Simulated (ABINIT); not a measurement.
MgB2:

```xyz
3
Lattice="3.0850 0.0000 0.0000 -1.5425 2.6717 0.0000 0.0000 0.0000 3.5230" Properties=species:S:1:pos:R:3 pbc="T T T"
Mg    0.0000    0.0000    0.0000
B     1.5425    0.8906    1.7615
B     0.0000    1.7811    1.7615
```

Base run:

| Item | Value |
| --- | --- |
| Program | ABINIT 10.8.3 (patched build) |
| Functional | PBE |
| Potentials or basis | JTH PAW PBE v2.0 |
| Cutoff | 517 eV |
| k mesh | 10 × 10 × 8 |
| Occupations | fermi-dirac, width 0.05 eV |
| Spin | no spin polarisation |

Its results: band gap on the k mesh none (metal or under the smearing width); pressure -1.2 GPa.

Q: The run is repeated on the same cell with these changes: functional from PBE to rPW86PBE. What comes out?

A: Band gap on the k mesh none (metal or under the smearing width); pressure -0.2 GPa.

Caveats: the atomic spheres overlap; the PAW data sets were made with another functional, which shifts forces and pressure a little (some runs).
